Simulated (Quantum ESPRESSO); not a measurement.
TiO2 (Anatase):

```
Ti O
1.0
    -1.89210    1.89210    4.75730
     1.89210   -1.89210    4.75730
     1.89210    1.89210   -4.75730
Ti O
2 4
Direct
  0.75000 0.25000 0.50000
  0.00000 0.00000 0.00000
  0.79190 0.79190 0.00000
  0.54190 0.04190 0.50000
  0.95810 0.45810 0.50000
  0.20810 0.20810 0.00000
```

Base run:

| Item | Value |
| --- | --- |
| Program | Quantum ESPRESSO 7.5 |
| Functional | LDA |
| Potentials or basis | GBRV 1.5 LDA |
| Cutoff | 612 eV |
| Density cutoff | 4898 eV |
| k mesh | 10 × 10 × 10 |
| Occupations | fermi-dirac, width 0.05 eV |
| Spin | no spin polarisation |

Its results: band gap on the k mesh 2.03 eV, indirect (least direct gap 2.37 eV); pressure -6.0 GPa; largest force 0.100 eV/Å.

Problem. The run is repeated on the same cell with these changes: functional from LDA to RGE2; potentials or basis from GBRV 1.5 LDA to PseudoDojo 0.4.1 SR PBE standard; cutoff from 612 eV to 1143 eV; density cutoff from 4898 eV to 4572 eV. What comes out?

Solution. Band gap on the k mesh 2.16 eV, indirect (least direct gap 2.49 eV); pressure 1.3 GPa; largest force 0.004 eV/Å.

Caveats: the potentials were made for another functional, which shifts forces and pressure (some runs).

Not every run made on this cell is shown here.
